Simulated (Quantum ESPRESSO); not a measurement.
FeO (Wuestite) under changes of volume

One of the cells (10.013 Å³/atom); the others are scaled copies at fixed shape and fractional positions:

```
CELL_PARAMETERS angstrom
0.00000 2.15540 2.15540
2.15540 0.00000 2.15540
2.15540 2.15540 0.00000
ATOMIC_POSITIONS crystal
Fe 0.00000 0.00000 0.00000
O 0.50000 0.50000 0.50000
```

```yaml
Program: Quantum ESPRESSO 7.5
Functional: rev-vdW-DF2
Potentials_or_basis: PseudoDojo 0.4.1 SR PBE standard
Cutoff: 1225 eV
Density_cutoff: 4898 eV
k_mesh: 9 × 9 × 9
Occupations: fermi-dirac, width 0.05 eV
Spin: collinear spin, ferromagnetic start
Starting_moments: "[3.0, 0.0] μB"
```

```tsv
volume (Å³/atom)	energy over the lowest point (meV/atom)	pressure (GPa)
9.413	?	?
9.613	1.15	3.0
9.813	0.00	-1.1
10.013	3.75	-4.8
10.214	11.87	-8.1
10.414	23.85	-11.0
10.614	39.30	-13.7
```

Task: What does the run at 9.413 Å³/atom give?

Result: Energy over the lowest point 7.81 meV/atom; pressure 7.6 GPa.

Worked out: A Birch-Murnaghan fit of order 3 (a polynomial in V^(-2/3)) to the other rows has its minimum at 9.76 Å³/atom with B0 = V·E''(V) = 196 GPa and B' = 4.6. It gives 7.75 meV/atom at 9.413 Å³/atom, against the run's 7.81, and -dE/dV = 7.6 GPa, against 7.6.

Energies are extrapolated to zero smearing.

Caveats: the potentials were made for another functional, which shifts forces and pressure; a cell with one magnetic atom can't hold antiferromagnetic order, which such compounds often take.
